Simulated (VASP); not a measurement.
Here is a VASP 6.6.1 calculation.

INCAR

```
SYSTEM = Zn
ALGO     = Normal         ! electronic algorithm
DIPOL    = 0.5 0.5 0.500
EDIFF    = 1E-6           ! SCF threshold, eV
EDIFFG   = -0.02          ! ionic threshold
ENCUT    = 600            ! plane-wave cutoff, eV
GGA      = PE             ! functional
IBRION   = 2              ! ionic algorithm
IDIPOL   = 3            
ISIF     = 2              ! what is computed and relaxed
ISMEAR   = -1             ! smearing method
LASPH    = .TRUE.         ! aspherical terms in the spheres
LCHARG   = .FALSE.        ! write CHGCAR
LDIPOL   = .TRUE.       
LREAL    = .FALSE.        ! projectors in reciprocal space
LWAVE    = .FALSE.        ! write WAVECAR
NELM     = 60             ! most SCF steps
NSW      = 40             ! ionic steps
PREC     = Accurate       ! precision mode
SIGMA    = 0.05           ! smearing width, eV
```

File KPOINTS:

```
k-points
0
G
  8 8 1
  0 0 0
```

File POSCAR:

```
Zn
1.0
    2.6647980532      0.0000000000      0.0000000000
   -1.3323990266      2.3077828100      0.0000000000
    0.0000000000      0.0000000000     29.8401000000
Zn
7
Selective dynamics
Direct
    0.6666666667      0.3333333334      0.2513396403  F F F
    0.3333333333      0.6666666666      0.3342264269  F F F
    0.6666666667      0.3333333334      0.4171132134  F F F
    0.3333333333      0.6666666666      0.5000000000  T T T
    0.6666666667      0.3333333334      0.5828867866  T T T
    0.3333333333      0.6666666666      0.6657735731  T T T
    0.6666666667      0.3333333334      0.7486603597  T T T
```

Potentials or basis: VASP PAW PBE potentials, release 64 (Zn).

Command:

```bash
$ cat potpaw_PBE.64/Zn/POTCAR > POTCAR
$ mpirun -np 1 vasp_std > vasp.out
```

Q: Estimate the energy gained by relaxing.

A: 1.6 meV/atom.

Q: What does it give for the band gap on the k mesh?

A: None (metal or under the smearing width).

Final structure:
```cif
data_structure
_symmetry_space_group_name_H-M 'P 1'
_symmetry_Int_Tables_number 1
_cell_length_a 2.6648
_cell_length_b 2.6648
_cell_length_c 29.8401
_cell_angle_alpha 90.000
_cell_angle_beta 90.000
_cell_angle_gamma 120.000
_cell_volume 183.51
loop_
_atom_site_label
_atom_site_type_symbol
_atom_site_fract_x
_atom_site_fract_y
_atom_site_fract_z
_atom_site_occupancy
Zn1 Zn 0.66667 0.33333 0.25134 1
Zn2 Zn 0.33333 0.66667 0.33423 1
Zn3 Zn 0.66667 0.33333 0.41711 1
Zn4 Zn 0.33333 0.66667 0.50024 1
Zn5 Zn 0.66667 0.33333 0.58215 1
Zn6 Zn 0.33333 0.66667 0.66251 1
Zn7 Zn 0.66667 0.33333 0.75024 1
```
